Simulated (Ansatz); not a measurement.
# MgS (Niningerite) in Ansatz: the effect of functional

Crystal: MgS (Niningerite).

```
S Mg
1.0
     0.00000    2.63589    2.63589
     2.63589    0.00000    2.63589
     2.63589    2.63589    0.00000
S Mg
1 1
Direct
  0.50000 0.50000 0.50000
  0.00000 0.00000 0.00000
```

The cell isn't the ideal one: volume scaled by 1.04.

Alike in all runs:

| Property | Result |
| --- | --- |
| Program | Ansatz 0.2.0 |
| Task | single point |
| Potentials or basis | Ansatz PAW |
| k mesh | 9 × 9 × 9 |
| Occupations | fermi-dirac, width 0.05 eV |
| Spin | no spin polarisation |

**Question.** One run gave: gap on the mesh 2.61 eV; pressure -5.8 GPa. Which functional did it use?
A. LDA
B. PBE
C. r2SCAN

**Answer.** A.

| functional | cutoff | gap on the mesh (eV) | pressure (GPa) |
| --- | --- | --- | --- |
| LDA | 420 eV (not typed: the program's choice for these potentials) | 2.61 | -5.8 |
| r2SCAN | 500 eV (not typed: the program's choice for these potentials) | 3.51 | -2.9 |
| PBE | 420 eV (not typed: the program's choice for these potentials) | 2.83 | -1.7 |

Caveats: odd divisions of the mesh miss points on the zone boundary, where band edges often lie, so the gap on the mesh can be too wide; the PAW data sets come from PBE, with cores solved anew for the run's functional, which leaves a small shift of forces and pressure (some runs).

A k mesh can miss the band edges.
